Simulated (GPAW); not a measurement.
# Ag (Im-3m) in GPAW: equation of state

Aim: energy against volume of Ag in PBEsol, for its equilibrium volume and stiffness.

Everything below comes from runs of GPAW 26.7.0. Logs are shortened: lines on timing, memory, paths and dates and some standing lists are left out, and cuts for length are marked. The log counts tension as positive stress, the text compression.

## (1) The crystal as given

It takes space group Im-3m (No. 229, cubic). Conventional cell: a = 3.311 Å, b = 3.311 Å, c = 3.311 Å, α = 90.00°, β = 90.00°, γ = 90.00°. Ag (site symmetry m-3m) has 8 Ag at 2.87 Å as nearest neighbours.

This isn't the form of Ag at room conditions, which is fcc.

## (2) Equation of state, PBEsol

Contents of run.py:

```python
from ase import Atoms
from ase.eos import EquationOfState
from ase.io import Trajectory
from ase.units import GPa
from gpaw import GPAW, PW, setup_paths

setup_paths.insert(0, '.')

atoms = Atoms(['Ag'],
              cell=[[-1.655654, 1.655654, 1.655654],
                    [1.655654, -1.655654, 1.655654],
                    [1.655654, 1.655654, -1.655654]],
              scaled_positions=[[0.0, 0.0, 0.0]],
              pbc=True)

traj = Trajectory('eos.traj', 'w')
volumes, energies = [], []
for x in [0.94, 0.96, 0.98, 1.0, 1.02, 1.04, 1.06]:
    a = atoms.copy()
    a.set_cell(atoms.cell * x**(1 / 3), scale_atoms=True)
    calc = GPAW(mode=PW(600),
                xc='PBEsol',
                kpts={'size': (11, 11, 11), 'gamma': True},
                occupations={'name': 'fermi-dirac', 'width': 0.05},
                nbands=18,
                convergence={'density': 1e-05, 'energy': 1e-05},
                maxiter=150,
                txt=f'eos-{x:.2f}.txt')
    a.calc = calc
    energies.append(a.get_potential_energy(force_consistent=True))
    volumes.append(a.get_volume())
    p = -a.get_stress()[:3].mean() / GPa
    calc.write(f'eos-{x:.2f}.gpw')
    traj.write(a)
    print(f'{x:.2f} {volumes[-1]:10.4f} A^3 {energies[-1]:14.6f} eV {p:9.3f} GPa', flush=True)

v0, e0, B = EquationOfState(volumes, energies, eos='birchmurnaghan').fit()
print(f'V0 = {v0:.4f} A^3, E0 = {e0:.6f} eV, B0 = {B / GPa:.2f} GPa')
```

Potentials or basis: PAW data sets generated in the run's folder for this functional, pw.

Run with:

```bash
$ gpaw-setup -f PBEsol Ag
$ OMP_NUM_THREADS=1 python run.py
```

The program printed:

```text
__  _  _
 | _ |_)|_||  |
 |__||  | ||/\| - 26.7.0

Input parameters:
  mode=PW(ecut=600.0),
  convergence={'density': 1e-05, 'energy': 1e-05},
  kpts=MonkhorstPack(size=(11, 11, 11), gamma=True),
  maxiter=150,
  nbands=18,
  occupations=Occupations(name='fermi-dirac', width=0.05),
  xc=XC(name='PBEsol')

Diagonalizing LCAO Hamiltonian
Converting LCAO to pw mode

       Ag

Atoms  # Å, Bohr magnetons
|   | symbol |        x |        y |        z |    initial magnetic moments |
|---|--------|----------|----------|----------|-----------------------------|
| 0 |     Ag | 0.000000 | 0.000000 | 0.000000 | ( 0.0000,  0.0000,  0.0000) |

Unit cell  # Å
| periodic |         x |         y |         z |  lengths |     angles |
|----------|-----------|-----------|-----------|----------|------------|
|      yes | -1.621856 |  1.621856 |  1.621856 | 2.809136 | 109.471221 |
|      yes |  1.621856 | -1.621856 |  1.621856 | 2.809136 | 109.471221 |
|      yes |  1.621856 |  1.621856 | -1.621856 | 2.809136 | 109.471221 |

Number of symmetries: 48
Symmetry operations  # r_c * U_cc + t_c -> r_c
|    | kind |            matrix            |
|----|------|------------------------------|
|  0 |  σ   |  1, 1, 1,  0, 0,-1,  0,-1, 0 |
|  1 |  C4  |  1, 1, 1,  0, 0,-1, -1, 0, 0 |
|  2 |  C2  |  1, 1, 1,  0,-1, 0,  0, 0,-1 |
|  3 |  S6  |  1, 1, 1,  0,-1, 0, -1, 0, 0 |
|  4 |  S6  |  1, 1, 1, -1, 0, 0,  0, 0,-1 |
|  5 |  C4  |  1, 1, 1, -1, 0, 0,  0,-1, 0 |
|  6 |  E   |  1, 0, 0,  0, 1, 0,  0, 0, 1 |
|  7 |  σ   |  1, 0, 0,  0, 1, 0, -1,-1,-1 |
|  8 |  σ   |  1, 0, 0,  0, 0, 1,  0, 1, 0 |
|  9 |  C3  |  1, 0, 0,  0, 0, 1, -1,-1,-1 |
| 10 |  C3  |  1, 0, 0, -1,-1,-1,  0, 1, 0 |
| 11 |  σ   |  1, 0, 0, -1,-1,-1,  0, 0, 1 |
| 12 |  σ   |  0, 1, 0,  1, 0, 0,  0, 0, 1 |
| 13 |  C2  |  0, 1, 0,  1, 0, 0, -1,-1,-1 |
| 14 |  C3  |  0, 1, 0,  0, 0, 1,  1, 0, 0 |
| 15 |  S4  |  0, 1, 0,  0, 0, 1, -1,-1,-1 |
| 16 |  S4  |  0, 1, 0, -1,-1,-1,  1, 0, 0 |
| 17 |  C3  |  0, 1, 0, -1,-1,-1,  0, 0, 1 |
| 18 |  C3  |  0, 0, 1,  1, 0, 0,  0, 1, 0 |
| 19 |  S4  |  0, 0, 1,  1, 0, 0, -1,-1,-1 |
| 20 |  σ   |  0, 0, 1,  0, 1, 0,  1, 0, 0 |
| 21 |  C3  |  0, 0, 1,  0, 1, 0, -1,-1,-1 |
| 22 |  C2  |  0, 0, 1, -1,-1,-1,  1, 0, 0 |
| 23 |  S4  |  0, 0, 1, -1,-1,-1,  0, 1, 0 |
| 24 |  C4  |  0, 0,-1,  1, 1, 1,  0,-1, 0 |
| 25 |  σ   |  0, 0,-1,  1, 1, 1, -1, 0, 0 |
| 26 |  S6  |  0, 0,-1,  0,-1, 0,  1, 1, 1 |
| 27 |  C2  |  0, 0,-1,  0,-1, 0, -1, 0, 0 |
| 28 |  C4  |  0, 0,-1, -1, 0, 0,  1, 1, 1 |
| 29 |  S6  |  0, 0,-1, -1, 0, 0,  0,-1, 0 |
| 30 |  S6  |  0,-1, 0,  1, 1, 1,  0, 0,-1 |
| 31 |  C4  |  0,-1, 0,  1, 1, 1, -1, 0, 0 |
| 32 |  C4  |  0,-1, 0,  0, 0,-1,  1, 1, 1 |
| 33 |  S6  |  0,-1, 0,  0, 0,-1, -1, 0, 0 |
| 34 |  σ   |  0,-1, 0, -1, 0, 0,  1, 1, 1 |
| 35 |  C2  |  0,-1, 0, -1, 0, 0,  0, 0,-1 |
| 36 |  C2  | -1, 0, 0,  1, 1, 1,  0, 0,-1 |
| 37 |  S6  | -1, 0, 0,  1, 1, 1,  0,-1, 0 |
| 38 |  S6  | -1, 0, 0,  0, 0,-1,  1, 1, 1 |
| 39 |  C2  | -1, 0, 0,  0, 0,-1,  0,-1, 0 |
| 40 |  C2  | -1, 0, 0,  0,-1, 0,  1, 1, 1 |
| 41 |  i   | -1, 0, 0,  0,-1, 0,  0, 0,-1 |
| 42 |  S4  | -1,-1,-1,  1, 0, 0,  0, 1, 0 |
| 43 |  C3  | -1,-1,-1,  1, 0, 0,  0, 0, 1 |
| 44 |  C3  | -1,-1,-1,  0, 1, 0,  1, 0, 0 |
| 45 |  σ   | -1,-1,-1,  0, 1, 0,  0, 0, 1 |
| 46 |  S4  | -1,-1,-1,  0, 0, 1,  1, 0, 0 |
| 47 |  C2  | -1,-1,-1,  0, 0, 1,  0, 1, 0 |

BZ-sampling:
  Number of BZ points: 1331
  Number of IBZ points: 56

  Monkhorst-Pack size: [11, 11, 11]
  Monkhorst-Pack shift: [0, 0, 0]

K-points  # in reciprocal-cell coordinates
|     |                                coordinates |     weight |
|-----|--------------------------------------------|------------|
|   0 | (  0.00000000,   0.00000000,   0.00000000) | 0.00075131 |
|   1 | (  0.09090909,   0.00000000,   0.00000000) | 0.00901578 |
|   2 | (  0.09090909,   0.09090909,  -0.09090909) | 0.00450789 |
|   3 | (  0.18181818,   0.00000000,  -0.09090909) | 0.01803156 |
|   4 | (  0.18181818,   0.00000000,   0.00000000) | 0.00901578 |
|   5 | (  0.18181818,   0.09090909,  -0.09090909) | 0.01803156 |
|   6 | (  0.18181818,   0.18181818,  -0.18181818) | 0.00450789 |
|   7 | (  0.27272727,  -0.09090909,  -0.09090909) | 0.00601052 |
|   8 | (  0.27272727,   0.00000000,  -0.09090909) | 0.03606311 |
|   9 | (  0.27272727,   0.00000000,   0.00000000) | 0.00901578 |
| ... |                                            |            |
|  55 | (  0.45454545,   0.45454545,   0.45454545) | 0.00601052 |

Plane wave coefficients: 583
Cutoff: 600.0 eV

Spin-components: 1 (collinear spins)
Bands:           18
Projectors:      6
Spin-degeneracy: 2
Datatype:        complex128

Parallelization:
  kpt:    1
  domain: 1
  band:   1

Density:
  Valence electrons: 17.0
  Components: 1
  Grid points: [16 16 16]
  Charge: 0.0  # |e|

Potential:
  Grid points: [16 16 16]

species:
  Ag:
    name:    Silver
    Z:       47.0
    valence: 17
    core:    30
    charge:  0.0  # [|e|]
    compensation charges:
      type: gauss
      rc: 0.40  # [Å]
      lmax: 2
    cutoffs:
      filter: 2.35  # [Å]
      core: 2.19  # [Å]
    projectors
    | kind |    occ | energy [eV] | rcut [Å] |
    |------|--------|-------------|----------|
    |   5s |  1.000 |      -4.417 |    1.286 |
    |   4p |  6.000 |     -58.524 |    1.328 |
    |   5p |  0.000 |      -0.670 |    1.328 |
    |   4d | 10.000 |      -7.455 |    1.180 |
    |    s |        |      22.795 |    1.286 |
    |    d |        |      19.756 |    1.180 |

    Using partial waves for Ag as LCAO basis

Reference energy: -144528.967577  # eV

eigensolver:
  PPCG
  Converge bands: occupied
  niter=2

density mixing:
  MSR1-Mixer
  Pratt-step length: 0.05
  Maximum mixing coefficient: 0.75
  Old densities: 10
  SVD Regularization: 0.005
  Good broyden scale: 1.0
  Trust region scale: 1.0
  Backstep threshold: 4.0
  History deletion threshold: 6.0
  Fourier metric: weight=20.0, sigma=0.015

occupation numbers:
  Fermi-Dirac:
    width: 0.0500  # eV

poisson solver:
  ecut: 4800.0  # eV

xc functional:
  name: PBEsol with 2 nearest neighbor stencil

convergence criteria:
- Maximum integral of absolute [dens]ity change: 1e-05 electrons / valence electron
- Maximum [total energy] change in last 3 cyles: 1e-05 eV / valence electron
- Maximum integral of absolute [eigenst]ate change: 4e-08 eV^2 / valence electron
maximum number of iterations: 150

SCF iterations
|iter     | |      energy | eigst |  dens |
|---------|-|-------------|-------|-------|
|iter:   1| |   -3.715001 | -0.61 |       |
|iter:   2| |   -3.640840 | -3.44 | -1.28 |
|iter:   3| |   -3.425013 | -3.11 | -1.34 |
|iter:   4| |   -3.421633 | -4.21 | -2.13 |
|iter:   5| |   -3.420603 | -4.34 | -2.39 |
|iter:   6| |   -3.420607 | -6.81 | -3.94 |
|iter:   7| |   -3.420607c| -7.20 | -4.17 |
|iter:   8| |   -3.420607c| -8.64c| -5.25c|

Converged in 8 steps
Energy contributions relative to reference atoms: (reference = -144528.967577)

Energy contributions:
  Kinetic:          -2.940331
  Coulomb:           1.566846
  Zero:              0.175774
  External:          0.000000
  Xc:               -2.220803
  Entropy:          -0.004188
  Spinorbit:         0.000000
  ----------------------------
  Free energy:      -3.422701
  Extrapolated:     -3.420607

dipole moment: (-5.083963, -5.083963, -5.083963)  # |e|*Ang

Fermi level: 8.043
Eigenvalues  # (at kpt = [0.000, 0.000, 0.000])
| band index |      eig [eV] | occ [0-2] |
|------------|---------------|-----------|
|          0 |       -47.208 |     2.000 |
|          1 |       -47.208 |     2.000 |
|          2 |       -47.208 |     2.000 |
|          3 |         0.230 |     2.000 |
|          4 |         3.213 |     2.000 |
|          5 |         3.213 |     2.000 |
|          6 |         3.213 |     2.000 |
|          7 |         4.565 |     2.000 |
|          8 |         4.565 |     2.000 |
|          9 |        26.245 |     0.000 |
|         10 |        26.245 |     0.000 |
|         11 |        26.245 |     0.000 |
|         12 |        32.216 |     0.000 |
|         13 |        32.216 |     0.000 |
|         14 |        32.838 |     0.000 |
|         15 |        32.838 |     0.000 |
|         16 |        32.838 |     0.000 |
|         17 |        35.585 |     0.000 |

No gap
No difference between direct/indirect transitions

Stress tensor  # eV/Ang^3
|         x |         y |         z |
|-----------|-----------|-----------|
|  0.011125 | -0.000000 | -0.000000 |
| -0.000000 |  0.011125 |  0.000000 |
| -0.000000 |  0.000000 |  0.011125 |

# Writing to eos-0.94.gpw (mode='')
```

It took 73 s on 1 thread of Arm Neoverse V2, shared host; peak memory 0.2 GiB.

Results:

```
Equilibrium volume : 16.79 Å³/atom (rough: see the caveat)
Bulk modulus       : 116 GPa (rough)
```

Energy against volume, from the lowest point:
| volume (Å³/atom) | energy (meV/atom) |
| --- | --- |
| 17.065 | 0.00 |
| 17.428 | 6.44 |
| 17.791 | 17.55 |
| 18.154 | 32.24 |
| 18.517 | 50.23 |
| 18.880 | 71.06 |
| 19.243 | 94.32 |

Caveat: the minimum lies outside the volumes run.
